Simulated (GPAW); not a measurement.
# SnTe (Fm-3m) in GPAW: settings compared, part 2 of 2

GPAW 26.7.0.

### Step 4. Electron localisation function, PBE

Contents of run.py:

```python
from ase import Atoms
from ase.dft.bandgap import bandgap
from ase.io import write
from ase.units import Bohr, GPa
from gpaw import GPAW, PW
from gpaw.elf import elf_from_dft_calculation

atoms = Atoms(['Te', 'Sn'],
              cell=[[0.0, 3.15085, 3.15085],
                    [3.15085, 0.0, 3.15085],
                    [3.15085, 3.15085, 0.0]],
              scaled_positions=[[0.5, 0.5, 0.5],
                                [0.0, 0.0, 0.0]],
              pbc=True)

calc = GPAW(mode=PW(510),
            xc='PBE',
            kpts={'size': (5, 5, 5), 'gamma': True},
            occupations={'name': 'fermi-dirac', 'width': 0.01},
            nbands=16,
            convergence={'density': 1e-05, 'energy': 1e-05},
            mixer={'backend': 'msr1', 'beta': 0.15},
            maxiter=150,
            txt='gpaw.txt')
atoms.calc = calc
energy = atoms.get_potential_energy()
forces = atoms.get_forces()
stress = atoms.get_stress()
calc.write('gs.gpw')
write('result.traj', atoms)
print(f'Energy: {energy:.6f} eV')
print('Forces (eV/A):')
print(forces.round(4))
print('Stress (GPa):', (stress / GPa).round(3))
print('Fermi level:', round(calc.get_fermi_level(), 4), 'eV')
print(f'Gap: {bandgap(calc)[0]:.4f} eV, direct: {bandgap(calc, direct=True)[0]:.4f} eV')

# fields on the real-space grid
write('density.cube', atoms, data=calc.get_pseudo_density() * Bohr**3)
write('potential.cube', atoms, data=calc.get_electrostatic_potential())
write('elf.cube', atoms, data=elf_from_dft_calculation(calc).data)
```

Potentials or basis: GPAW PAW data sets (gpaw-data 1.2.1), pw.

Command:

```console
$ OMP_NUM_THREADS=1 python run.py
```

gpaw.txt:

```text
__  _  _
 | _ |_)|_||  |
 |__||  | ||/\| - 26.7.0

Input parameters:
  mode=PW(ecut=510.0),
  convergence={'density': 1e-05, 'energy': 1e-05},
  kpts=MonkhorstPack(size=(5, 5, 5), gamma=True),
  maxiter=150,
  mixer=MSR1(name='msr1', nmaxold=10, beta=0.15, reg=0.005, gb_scale=1.0, max_A=0.75, trust_scale=1.0, soft_lim=4.0, hard_lim=6.0, weight=20.0, sigma=0.015, g_ss=None),
  nbands=16,
  occupations=Occupations(name='fermi-dirac', width=0.01),
  xc=XC(name='PBE')

Diagonalizing LCAO Hamiltonian
Converting LCAO to pw mode

                 Te

       Sn

Atoms  # Å, Bohr magnetons
|   | symbol |        x |        y |        z |    initial magnetic moments |
|---|--------|----------|----------|----------|-----------------------------|
| 0 |     Te | 3.150850 | 3.150850 | 3.150850 | ( 0.0000,  0.0000,  0.0000) |
| 1 |     Sn | 0.000000 | 0.000000 | 0.000000 | ( 0.0000,  0.0000,  0.0000) |

Unit cell  # Å
| periodic |        x |        y |        z |  lengths |    angles |
|----------|----------|----------|----------|----------|-----------|
|      yes | 0.000000 | 3.150850 | 3.150850 | 4.455975 | 60.000000 |
|      yes | 3.150850 | 0.000000 | 3.150850 | 4.455975 | 60.000000 |
|      yes | 3.150850 | 3.150850 | 0.000000 | 4.455975 | 60.000000 |

Number of symmetries: 48
Symmetry operations  # r_c * U_cc + t_c -> r_c
|    | kind |            matrix            |
|----|------|------------------------------|
|  0 |  σ   |  1, 0, 0,  1, 0,-1,  1,-1, 0 |
|  1 |  C2  |  1, 0, 0,  1,-1, 0,  1, 0,-1 |
|  2 |  E   |  1, 0, 0,  0, 1, 0,  0, 0, 1 |
|  3 |  σ   |  1, 0, 0,  0, 0, 1,  0, 1, 0 |
|  4 |  C4  |  1, 0,-1,  1, 0, 0,  1,-1, 0 |
|  5 |  S6  |  1, 0,-1,  1,-1, 0,  1, 0, 0 |
|  6 |  σ   |  1, 0,-1,  0, 1,-1,  0, 0,-1 |
|  7 |  C3  |  1, 0,-1,  0, 0,-1,  0, 1,-1 |
|  8 |  S6  |  1,-1, 0,  1, 0, 0,  1, 0,-1 |
|  9 |  C4  |  1,-1, 0,  1, 0,-1,  1, 0, 0 |
| 10 |  C3  |  1,-1, 0,  0,-1, 1,  0,-1, 0 |
| 11 |  σ   |  1,-1, 0,  0,-1, 0,  0,-1, 1 |
| 12 |  σ   |  0, 1, 0,  1, 0, 0,  0, 0, 1 |
| 13 |  C4  |  0, 1, 0,  0, 1,-1, -1, 1, 0 |
| 14 |  C3  |  0, 1, 0,  0, 0, 1,  1, 0, 0 |
| 15 |  S6  |  0, 1, 0, -1, 1, 0,  0, 1,-1 |
| 16 |  C2  |  0, 1,-1,  1, 0,-1,  0, 0,-1 |
| 17 |  σ   |  0, 1,-1,  0, 1, 0, -1, 1, 0 |
| 18 |  S4  |  0, 1,-1,  0, 0,-1,  1, 0,-1 |
| 19 |  C4  |  0, 1,-1, -1, 1, 0,  0, 1, 0 |
| 20 |  C3  |  0, 0, 1,  1, 0, 0,  0, 1, 0 |
| 21 |  σ   |  0, 0, 1,  0, 1, 0,  1, 0, 0 |
| 22 |  S6  |  0, 0, 1,  0,-1, 1, -1, 0, 1 |
| 23 |  C4  |  0, 0, 1, -1, 0, 1,  0,-1, 1 |
| 24 |  S4  |  0, 0,-1,  1, 0,-1,  0, 1,-1 |
| 25 |  C3  |  0, 0,-1,  0, 1,-1,  1, 0,-1 |
| 26 |  C2  |  0, 0,-1,  0,-1, 0, -1, 0, 0 |
| 27 |  S6  |  0, 0,-1, -1, 0, 0,  0,-1, 0 |
| 28 |  S4  |  0,-1, 1,  1,-1, 0,  0,-1, 0 |
| 29 |  C4  |  0,-1, 1,  0, 0, 1, -1, 0, 1 |
| 30 |  C2  |  0,-1, 1,  0,-1, 0,  1,-1, 0 |
| 31 |  σ   |  0,-1, 1, -1, 0, 1,  0, 0, 1 |
| 32 |  C3  |  0,-1, 0,  1,-1, 0,  0,-1, 1 |
| 33 |  S6  |  0,-1, 0,  0, 0,-1, -1, 0, 0 |
| 34 |  S4  |  0,-1, 0,  0,-1, 1,  1,-1, 0 |
| 35 |  C2  |  0,-1, 0, -1, 0, 0,  0, 0,-1 |
| 36 |  C2  | -1, 1, 0,  0, 1, 0,  0, 1,-1 |
| 37 |  S6  | -1, 1, 0,  0, 1,-1,  0, 1, 0 |
| 38 |  S4  | -1, 1, 0, -1, 0, 1, -1, 0, 0 |
| 39 |  C3  | -1, 1, 0, -1, 0, 0, -1, 0, 1 |
| 40 |  S6  | -1, 0, 1,  0, 0, 1,  0,-1, 1 |
| 41 |  C2  | -1, 0, 1,  0,-1, 1,  0, 0, 1 |
| 42 |  C3  | -1, 0, 1, -1, 1, 0, -1, 0, 0 |
| 43 |  S4  | -1, 0, 1, -1, 0, 0, -1, 1, 0 |
| 44 |  C2  | -1, 0, 0,  0, 0,-1,  0,-1, 0 |
| 45 |  i   | -1, 0, 0,  0,-1, 0,  0, 0,-1 |
| 46 |  σ   | -1, 0, 0, -1, 1, 0, -1, 0, 1 |
| 47 |  C2  | -1, 0, 0, -1, 0, 1, -1, 1, 0 |

BZ-sampling:
  Number of BZ points: 125
  Number of IBZ points: 10

  Monkhorst-Pack size: [5, 5, 5]
  Monkhorst-Pack shift: [0, 0, 0]

K-points  # in reciprocal-cell coordinates
|   |                                coordinates |     weight |
|---|--------------------------------------------|------------|
| 0 | (  0.00000000,   0.00000000,   0.00000000) | 0.00800000 |
| 1 | (  0.20000000,   0.20000000,   0.00000000) | 0.04800000 |
| 2 | (  0.20000000,   0.20000000,   0.20000000) | 0.06400000 |
| 3 | (  0.40000000,   0.20000000,  -0.20000000) | 0.19200000 |
| 4 | (  0.40000000,   0.20000000,   0.20000000) | 0.09600000 |
| 5 | (  0.40000000,   0.40000000,  -0.40000000) | 0.19200000 |
| 6 | (  0.40000000,   0.40000000,  -0.20000000) | 0.09600000 |
| 7 | (  0.40000000,   0.40000000,   0.00000000) | 0.04800000 |
| 8 | (  0.40000000,   0.40000000,   0.20000000) | 0.19200000 |
| 9 | (  0.40000000,   0.40000000,   0.40000000) | 0.06400000 |

Plane wave coefficients: 1642
Cutoff: 510.0 eV

Spin-components: 1 (collinear spins)
Bands:           16
Projectors:      11
Spin-degeneracy: 2
Datatype:        complex128

Density:
  Valence electrons: 20.0
  Components: 1
  Grid points: [24 24 24]
  Charge: 0.0  # |e|

Potential:
  Grid points: [24 24 24]

species:
  Te:
    name:    Tellurium
    Z:       52.0
    valence: 6
    core:    46
    charge:  0.0  # [|e|]
    compensation charges:
      type: gauss
      rc: 0.36  # [Å]
      lmax: 2
    cutoffs:
      filter: 2.09  # [Å]
      core: 3.17  # [Å]
    projectors
    | kind |    occ | energy [eV] | rcut [Å] |
    |------|--------|-------------|----------|
    |   5s |  2.000 |     -15.089 |    1.180 |
    |   5p |  4.000 |      -5.955 |    1.196 |
    |    s |        |      12.123 |    1.180 |
    |    p |        |      21.256 |    1.196 |
    |    d |        |       0.000 |    1.238 |

    Using partial waves for Te as LCAO basis

  Sn:
    name:    Tin
    Z:       50.0
    valence: 14
    core:    36
    charge:  0.0  # [|e|]
    compensation charges:
      type: gauss
      rc: 0.38  # [Å]
      lmax: 2
    cutoffs:
      filter: 2.23  # [Å]
      core: 2.35  # [Å]
    projectors
    | kind |    occ | energy [eV] | rcut [Å] |
    |------|--------|-------------|----------|
    |   5s |  2.000 |     -10.538 |    1.201 |
    |   5p |  2.000 |      -3.696 |    1.270 |
    |   4d | 10.000 |     -25.845 |    1.185 |
    |    s |        |      16.674 |    1.201 |
    |    p |        |      23.515 |    1.270 |
    |    d |        |       1.367 |    1.185 |

    Using partial waves for Sn as LCAO basis

Reference energy: -352801.376741  # eV

eigensolver:
  PPCG
  Converge bands: occupied
  niter=2

density mixing:
  MSR1-Mixer
  Pratt-step length: 0.15
  Maximum mixing coefficient: 0.75
  Old densities: 10
  SVD Regularization: 0.005
  Good broyden scale: 1.0
  Trust region scale: 1.0
  Backstep threshold: 4.0
  History deletion threshold: 6.0
  Fourier metric: weight=20.0, sigma=0.015

occupation numbers:
  Fermi-Dirac:
    width: 0.0100  # eV

poisson solver:
  ecut: 4080.0  # eV

xc functional:
[... 9 lines left out ...]
|iter     | |      energy | eigst |  dens |
|---------|-|-------------|-------|-------|
|iter:   1| |   -7.842402 | -0.09 |       |
|iter:   2| |   -7.820373 | -2.18 | -1.48 |
|iter:   3| |   -7.807540 | -2.71 | -1.60 |
|iter:   4| |   -7.808860 | -4.07 | -2.11 |
|iter:   5| |   -7.808936 | -5.36 | -2.92 |
|iter:   6| |   -7.808938c| -6.75 | -3.70 |
|iter:   7| |   -7.808938c| -7.83c| -4.51 |
|iter:   8| |   -7.808938c| -8.04c| -5.02c|

Converged in 8 steps
Energy contributions relative to reference atoms: (reference = -352801.376741)

Energy contributions:
  Kinetic:          14.721679
  Coulomb:         -14.816218
  Zero:              0.158832
  External:          0.000000
  Xc:               -7.873230
  Entropy:          -0.000000
  Spinorbit:         0.000000
  ----------------------------
  Free energy:      -7.808938
  Extrapolated:     -7.808938

dipole moment: (-21.374940, -21.374940, -21.374940)  # |e|*Ang

Fermi level: 6.804
Eigenvalues  # (at kpt = [0.000, 0.000, 0.000])
| band index |      eig [eV] | occ [0-2] |
|------------|---------------|-----------|
|          0 |       -15.438 |     2.000 |
|        ... |               |           |
|          2 |       -15.430 |     2.000 |
|          3 |       -15.430 |     2.000 |
|          4 |       -15.430 |     2.000 |
|          5 |        -6.334 |     2.000 |
|          6 |         1.797 |     2.000 |
|          7 |         4.303 |     2.000 |
|          8 |         4.303 |     2.000 |
|          9 |         4.303 |     2.000 |
|         10 |         9.801 |     0.000 |
|         11 |         9.801 |     0.000 |
|         12 |         9.801 |     0.000 |
|         13 |        11.235 |     0.000 |
|         14 |        11.235 |     0.000 |
|         15 |        11.235 |     0.000 |

Gap: 0.916 eV
Transition (v -> c):
  (s=0, k=4, n=9, [0.40, 0.20, 0.20]) -> (s=0, k=4, n=10, [0.40, 0.20, 0.20])
No difference between direct/indirect transitions

Forces  # eV/Ang
|       x |       y |       z |
|---------|---------|---------|
| 0.00000 | 0.00000 | 0.00000 |  # Te   0
| 0.00000 | 0.00000 | 0.00000 |  # Sn   1

Stress tensor  # eV/Ang^3
|         x |         y |         z |
|-----------|-----------|-----------|
| -0.010885 |  0.000000 |  0.000000 |
|  0.000000 | -0.010885 | -0.000000 |
|  0.000000 | -0.000000 | -0.010885 |

# Writing to gs.gpw (mode='')
```

It took 8.7 s on 1 thread of Intel Xeon Platinum 8259CL at 2.50GHz (Skylake/Cascade Lake), shared host; peak memory 0.15 GiB.

What came out:

```yaml
Free_energy: -7.8089 eV
Pressure: 1.7 GPa
```

Levels at points of the mesh, in eV from the Fermi level:
```tsv
k point	band 8	band 9	band 10	band 11	band 12
(0.00, 0.00, 0.00)	-2.50	-2.50	-2.50	3.00	3.00
```

Caveat: the k mesh is coarse; the cutoff is short for stress and forces, so pressures can be off by a GPa or more; this odd mesh misses L, where the gap lies, so gap, dielectric constants and Born charges aren't listed. Spin-orbit coupling is left out, which matters for the levels of Te.

### Step 5. Summary

```csv
task,level,potentials or basis,k mesh,cutoff (eV),smearing,maxiter,mixer,pressure (GPa)
single point,LDA,"the program's PAW data sets (release 1.2.1) made for this functional, pw",6 × 6 × 6,450,fermi-dirac 0.05 eV,80,-,-2.6
single point,PBE,"GPAW PAW data sets (gpaw-data 1.2.1), pw",7 × 7 × 7,600,fermi-dirac 0.05 eV,150,-,1.9
electron localisation function,PBE,"GPAW PAW data sets (gpaw-data 1.2.1), pw",5 × 5 × 5,510,fermi-dirac 0.01 eV,150,msr1 beta=0.15,1.7
```

Alike in all rows: no spin polarisation; cell as given.

Caveats: the cutoff is short for stress and forces, so pressures can be off by a GPa or more (some runs); spin-orbit coupling is left out, which moves the levels of the heavy elements (some runs).

Absolute energies hang on the potentials; compare differences alone.

### Step 6. Against experiment

Step 2. Measured gap of SnTe: 0.18 eV (direct; 300 K; a printed reference work, textbook). This calculation gives 0.11 eV (-0.07 eV). Spin-orbit coupling on Sn, Te is left out. The value is that of LDA on a finite k mesh, which can miss the band edges, without temperature or zero-point motion. Semilocal functionals fall short of measured gaps as a rule.
